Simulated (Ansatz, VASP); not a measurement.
One calculation of WC, two programs

```
W C
1.0
     0.00000    2.88680    2.88680
     2.88680    0.00000    2.88680
     2.88680    2.88680    0.00000
W C
2 2
Direct
  0.00000 0.00000 0.00000
  0.25000 0.25000 0.25000
  0.50000 0.50000 0.50000
  0.75000 0.75000 0.75000
```

Change from the starting cell: species swapped into the LiIn type (Fd-3m, No. 227).

Alike in both runs: functional PBE; k mesh 14 × 14 × 14; occupations gaussian, width 0.1 eV; no spin polarisation.

Ansatz relaxed the structure, and its values are those at the end. VASP's run is a single point on that final structure, the one shown.

```csv
,VASP,Ansatz
version,VASP 6.6.1,Ansatz 0.2.0
potentials or method,"VASP PAW PBE potentials, release 64 (W_sv, C)","scalar-relativistic, plane waves, PAW"
plane-wave cutoff (eV),520,420
valence electrons in the cell,36,36
```

|  | VASP | Ansatz | Ansatz less VASP |
| --- | --- | --- | --- |
| gap on the k mesh at the Fermi level (eV) | none | none | - |
| pressure (GPa) | 1.0 | 0.0 | -0.95 |

A gap of «none» marks a metal or a gap that the smearing closes.

Spin-orbit coupling is left out, which matters for the levels of W.
